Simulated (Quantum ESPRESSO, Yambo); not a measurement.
An input for Yambo 5.3.0 (ZnGeP2 (I-42d)):

```
HF_and_locXC
gw0
dyson
ppa
em1d
rim_cut
RandQpts= 1000000
RandGvec= 1 RL
EXXRLvcs= 116 Ry
VXCRLvcs= 464 Ry
Chimod= "HARTREE"
% BndsRnXp
 1 | 151 |
%
NGsBlkXp= 7 Ry
% LongDrXp
 1 | 1 | 1 |
%
% GbndRnge
 1 | 151 |
%
DysSolver= "n"
ExtendOut
PPAPntXp= 27.21138 eV
% QPkrange
 1 | 1 | 51 | 54 |
 3 | 3 | 51 | 54 |
%
```

The database entry behind the starting cell differs from later determinations by our own check (c about 0.5 % long), so it need not match the best structure at ambient conditions.

```sh
OMP_NUM_THREADS=2 mpirun -n 8 yambo -F gw1.in -J gw1 -C gw1 > gw1.log
```

The stored states that it reads are on a 4×4×4 mesh. Symmetry: I-42d, No. 122, tetragonal system. Conventional cell: a = 5.460 Å, b = 5.460 Å, c = 10.760 Å, α = 90.00°, β = 90.00°, γ = 90.00°. Zn has 4 P at 2.40 Å nearest. Nearest to Ge lie 4 P at 2.31 Å. Nearest to P lie 2 Ge at 2.31 Å and 2 Zn at 2.40 Å. Farther neighbours are not listed.

Question: How long will it take on 8 MPI ranks of Intel Xeon Platinum 8375C at 2.90GHz (Ice Lake), shared host, and how much memory?

It took 38 min; on shared hardware allow 19 min to 77 min. Peak host memory was 38 GiB.

The screening grows as filled bands × empty bands × pairs of k points, times the square of the screening basis for the matrix.

[Paths, hosts, dates, memory and timing lines, banners, echoed tables and standing remarks are left out of the program output.]

[Logs are printed without paths, hosts, clocks, repeated set-up lines and the standing remarks that a program may print on its own settings, such as how far it seeks lower states.]

[Runs of the session that timed out or met a known fault of the program may be left out.]

[Hosts, paths, dates, database ids (printed as entryN), source tags and the programs' standing remarks are cut or masked in the printed files.]
